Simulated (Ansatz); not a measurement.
**Structure search for Ti₆C**

Computed with DFT PBE, scalar-relativistic, plane waves, PAW in Ansatz. Settings: cutoff 420 eV, Γ-centred meshes spaced at most about 0.3 Å⁻¹, and about 0.25 Å⁻¹ or finer for metals (2π included), Gaussian smearing. No spin polarisation.

Formation energies are uncorrected and refer to the elements' standard structures at the same level.

Temperature and zero-point effects are left out. The comparison covers the computed candidates alone. The reference form of C is held partly by dispersion forces, which this level lacks.

Invented guesses were relaxed alike, and ends that match in structure were merged. ΔE counts from the first row. Coordination counts Ti atoms around C (those within 1.25 times the shortest such distance or 1.15 times the sum of covalent radii; the shortest distance is added where it is long for a bond). The ends were matched against large subsets of the Crystallography Open Database and the Materials Project, so a missing match doesn't prove that a structure is unreported.

```json
{"#": "1", "reached from": "Zn6Mo type (Fm-3m)", "type and space group": "Fm-3m (No. 225)", "atoms": "7", "Å³/atom": "15.4", "coordination": "C 12", "ΔE (meV/atom)": "0", "gap on mesh (eV)": "0.00", "in databases": "no match"}
{"#": "2", "reached from": "random cell", "type and space group": "Pm-3m (No. 221)", "atoms": "7", "Å³/atom": "34.5", "coordination": "C 6", "ΔE (meV/atom)": "1504", "gap on mesh (eV)": "0.00", "in databases": "no match"}
{"#": "3", "reached from": "YbB6 type (Pm-3m)", "type and space group": "Pm-3m (No. 221)", "atoms": "7", "Å³/atom": "27.7", "coordination": "C 24 from 4.2 Å", "ΔE (meV/atom)": "2521", "gap on mesh (eV)": "0.00", "in databases": "no match"}
```

The lowest: Space group Fm-3m (No. 225), cubic, a = 7.556 Å. Ti is surrounded by 2 C at 2.67 Å and 8 Ti at 2.67 Å; C has 12 Ti at 2.67 Å. Its energy over the elements is +0.56 eV/atom. It can't be a ground state, since the elements alone are lower. An observed structure of this formula, if there is one, may be missing.

```
Ti C
1.0
     0.00000    3.77808    3.77808
     3.77808    0.00000    3.77808
     3.77808    3.77808    0.00000
Ti C
6 1
Cartesian
  1.8890 1.8890 3.7781
  1.8890 3.7781 1.8890
  1.8890 1.8890 0.0000
  1.8890 0.0000 1.8890
  3.7781 1.8890 1.8890
  0.0000 1.8890 1.8890
  0.0000 0.0000 0.0000
```

The second: Space group Pm-3m (No. 221), cubic, a = 6.227 Å. Ti is surrounded by 1 Ti at 1.92 Å, 1 C at 2.15 Å and 4 Ti at 3.05 Å; C is surrounded by 6 Ti at 2.15 Å. Counting Ti atoms around C, the first has C 12 and the second has C 6. Cells relaxed within their symmetry can be saddle points. Some candidate types were left out of the draw beforehand, so a known form may be missing.
